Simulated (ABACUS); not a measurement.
## ZnSe (Stilleite): relaxation of cell and atoms with rSCAN

Crystal: ZnSe (Stilleite).

```
Se Zn
1.0
     4.00760    0.00000    0.00000
     2.00380    3.47068    0.00000
     2.00380    1.15689    3.27219
Se Zn
1 1
Direct
  0.75000 0.75000 0.75000
  0.00000 0.00000 0.00000
```

```json
{"Program": "ABACUS 3.10.1", "Task": "relaxation of cell and atoms", "Functional": "rSCAN", "Potentials or basis": "SG15 ONCV 1.2 PBE", "Cutoff": "1374 eV", "Density cutoff": "5497 eV", "Basis": "plane waves", "k mesh": "5 × 5 × 5", "Occupations": "fermi-dirac, width 0.05 eV", "Spin": "no spin polarisation", "Max steps of the relaxation": "60", "Force threshold": "0.005 eV/Å", "Optimiser": "cg", "Stress threshold": "0.5 kbar", "Radial cutoff of the potentials (pseudo_rcut)": "10 bohr", "SCF threshold on the density": "1e-08", "Max SCF steps": "100", "Eigensolver": "dav", "Mixing": "broyden", "Mixing share": "0.7", "Symmetry key": "1", "Bands": "17"}
```

```yaml
Relaxed_volume: 22.81 Å³/atom
Relaxed_cell: a = 4.011 Å, b = 4.011 Å, c = 4.011 Å, α = 60.00°, β = 60.00°, γ = 60.00°
Space_group_after_relaxing_to_0.05_Å: F-43m (No. 216)
Energy_gained_by_relaxing: 0.0 meV/atom
Ionic_steps: 3
Pressure_after_relaxing: 0.0 GPa
Band_gap_on_the_k_mesh: 1.75 eV, direct
```

Final structure:
```
Se Zn
1.0
     4.01071    0.00000    0.00000
     2.00535    3.47337    0.00000
     2.00535    1.15779    3.27473
Se Zn
1 1
Direct
  0.75000 0.75000 0.75000
  0.00000 0.00000 0.00000
```

Levels at points of the mesh, in eV from the valence-band top:
| k point | band 11 | band 12 | band 13 | band 14 | band 15 | band 16 |
| --- | --- | --- | --- | --- | --- | --- |
| (0.00, 0.00, 0.00) | 0.00 | 0.00 | 0.00 | 1.75 | 6.30 | 6.30 |

It took 44 s on 4 MPI ranks on Intel(R) Xeon(R) Platinum 8488C (Sapphire Rapids), on a shared host, peak memory 0.52 GiB a rank.

Caveat: the potentials were made for another functional, which shifts forces and pressure.
